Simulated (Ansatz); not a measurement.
**Band structure of Mn**

```
Mn
1.0
    -1.39820    1.39820    1.39820
     1.39820   -1.39820    1.39820
     1.39820    1.39820   -1.39820
Mn
1
Cartesian
  0.0000 0.0000 0.0000
```

The cell was built from the bcc type and relaxed in the same program, and has space group Im-3m; it needn't be a known or the stable phase.

Other magnetic orders may lie lower; this is the state that the run reached.

Level of theory: Ansatz 0.2.0, DFT, PBE, all-electron LAPW, scalar-relativistic.

The runs use a Γ-centred 20×20×20 k mesh, Fermi–Dirac smearing of 0.03 eV, basis error target 0.5 meV/atom, spin-polarised from start moments Mn 4 μB, ending with a cell moment of 0.86 μB.

Points in fractions of the reciprocal vectors of this cell: Γ (0, 0, 0), H (0.5, -0.5, 0.5), N (0, 0, 0.5), P (0.25, 0.25, 0.25). The path joins them by straight lines in the order Γ–H–N–Γ–P–H–P–N; legs that retrace an earlier one aren't tabulated. Energies are in eV from the Fermi level.

Problem. Is there a gap?

Solution. none: bands cross the Fermi level, a metal.

Problem. List the levels between -14 and 8 eV at the symmetry points.

Solution. 
Γ spin-up: -8.62, -1.80 (×3), -0.07 (×2)
Γ spin-down: -8.50, -1.09 (×3), 1.02 (×2)
H spin-up: -4.97 (×2), 1.26 (×3)
H spin-down: -4.26 (×2), 2.08 (×3)
N spin-up: -5.06, -3.20, -0.03, 0.21, 0.59, 1.61
N spin-down: -4.56, -2.57, 0.70, 0.96, 1.33, 2.44
P spin-up: -3.06 (×3), 0.26 (×2)
P spin-down: -2.54 (×3), 1.39 (×2)
